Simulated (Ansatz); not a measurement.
# What a change of settings does to a run on Al

The cell is COD entry 4313206, as deposited and not checked against the literature; nothing was relaxed. The listed cell was then made from it by scaling, straining or moving an atom.

First run: DFT, LDA, all-electron LAPW, scalar-relativistic (Ansatz 0.2.0).

Command: `ansatz run input.yaml --threads 1 --pin off --max-ram 2048MiB --backend cpu --events-out ev --progress --plain --runs-dir out` The run took 2.7 s on 1 thread of Arm Neoverse V1 (shared host), peak memory 0.2 GiB.

```yaml
crystal:
  lattice:
    - [0.0, 1.9966255657, 1.9966255657]
    - [1.9966255657, 0.0, 1.9966255657]
    - [1.9966255657, 1.9966255657, 0.0]
  atoms:
    - { symbol: Al, position: [0.0, 0.0, 0.0] }
kpoints:
  mp_grid: { grid: [14, 14, 14] }
scf:
  occupations: { method: fermi_dirac, width: 0.05 }
hamiltonian:
  xc: lda
  pseudopotentials: { kind: all_electron, lapw: { basis_error: 0.001 } }
output:
  forces: true
  stress: true
  eigenvalues: true
```

Result: converged; pressure -0.82 GPa; 5 SCF iterations.

The input is then changed:

```diff
@@ -7,7 +7,7 @@
     - { symbol: Al, position: [0.0, 0.0, 0.0] }
 kpoints:
-  mp_grid: { grid: [14, 14, 14] }
+  mp_grid: { grid: [14, 14, 14], shift: [0.5, 0.5, 0.5] }
 scf:
-  occupations: { method: fermi_dirac, width: 0.05 }
+  occupations: { method: methfessel_paxton, width: 0.05 }
 hamiltonian:
   xc: lda
```

(1) What does the second run give?

## Answers

(1) It converged; energy at zero smearing -5.4 meV/atom from the first run; pressure -0.49 GPa; 5 SCF iterations.
